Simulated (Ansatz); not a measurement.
KF (zincblende), relaxed with r2SCAN, was run in the PAW code Ansatz under altered settings. All numbers are computed, without spin polarisation but where a row says otherwise.

```
CELL_PARAMETERS angstrom
0.00000 2.93540 2.93540
2.93540 0.00000 2.93540
2.93540 2.93540 0.00000
ATOMIC_POSITIONS crystal
K 0.00000 0.00000 0.00000
F 0.25000 0.25000 0.25000
```

The base run's other keys:
```yaml
kpoints:
  mp_grid: { grid: [4, 4, 4] }
hamiltonian:
  xc: hse06
scf:
  occupations: { method: fixed }
  n_extra_bands: 4
```

It takes 13 iterations with 965 plane waves at 420 eV and 8 k points, and leaves a mean stress of +0.43 GPa. The gap over this mesh is 7.038 eV.

Outcomes, with energy and stress as changes against the base:

| setting | outcome | ΔF (meV/atom) | Δ mean stress (GPa) | gap on the mesh (eV) | iterations |
| --- | --- | --- | --- | --- | --- |
| PBE hybrid, exx coeff 0.75, omega 0.2078 1/Å | converged | – | -0.9 | 11.064 | 18 |
| PBE hybrid, exx coeff 0.1, unscreened | converged | – | +0.3 | 6.213 | 9 |
| PBE hybrid, exx coeff 0.1, omega 0.5 1/Å | converged | – | +0.3 | 5.620 | 9 |
| basis.ecutwfc: 40 | converged, warned | +200960 | +30.8 | 2.246 | 12 |
| basis.ecutwfc: 160 | converged, warned | +15350 | -3.7 | 6.831 | 15 |

A dash marks a value that wasn't obtained or can't be compared. Stress is positive in compression.

- PBE hybrid, exx coeff 0.75, omega 0.2078 1/Å. That is 75 % exact exchange, screened with ω = 0.2078 1/Å, against HSE06's 25 % screened at 0.208 1/Å. The mean stress moves by -0.9 GPa and the gap on the mesh by +4.026 eV (to 11.064). Totals of different functionals aren't comparable.
- PBE hybrid, exx coeff 0.1, omega 0.5 1/Å. That is 10 % exact exchange, screened with ω = 0.5 1/Å, against HSE06's 25 % screened at 0.208 1/Å. The mean stress moves by +0.3 GPa and the gap on the mesh by -1.417 eV (to 5.620). Totals of different functionals aren't comparable.
- basis.ecutwfc: 40. 27 plane waves in place of 965. The free energy moves by +200960 meV an atom, the mean stress by +30.8 GPa and the gap on the mesh by -4.792 eV (to 2.246). The basis is too small: these are errors of the cutoff. Warned: cutoff below recommended, metallic iterate.
- basis.ecutwfc: 160. 259 plane waves in place of 965. The free energy moves by +15350 meV an atom, the mean stress by -3.7 GPa and the gap on the mesh by -0.207 eV (to 6.831). The basis is too small: these are errors of the cutoff. Warned: cutoff below recommended.

The program warns that its thresholds are loose for a hybrid's stress.

The meshes of the hybrids are coarse, so their gaps aren't converged to the digits shown.
